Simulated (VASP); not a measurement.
Input of a VASP 6.6.1 run:

The input INCAR:

```
PREC = Accurate
ENCUT = 520
EDIFF = 1E-7
ISMEAR = -1
SIGMA = 0.05
LREAL = False
LASPH = True
NELM = 60
ALGO = Normal
ISIF = 2
LWAVE = False
LCHARG = False
GGA = PE
NBANDS = 18
```

The input KPOINTS:

```
Automatic mesh
0
Gamma
  12 12 12
```

The input POSCAR:

```
Si2Mo
1.0
   -1.6000000000      1.6000000000      3.9305000000
    1.6000000000     -1.6000000000      3.9305000000
    1.6000000000      1.6000000000     -3.9305000000
Mo Si
1 2
Direct
    0.0176620000      0.0018630000      0.0066410000
    0.6778390000      0.6943160000      0.0250040000
    0.3319990000      0.3458110000      0.0115010000
```

Potentials or basis: VASP PAW PBE potentials, release 64 (Mo_sv, Si).

Run with:

```bash
$ cat potpaw_PBE.64/Mo_sv/POTCAR potpaw_PBE.64/Si/POTCAR > POTCAR
$ mpirun -np 1 vasp_std > vasp.out
```

(1) What does it give for the pressure?

(2) Estimate the largest force.

Results:

(1) 2.7 GPa.

(2) 0.915 eV/Å.
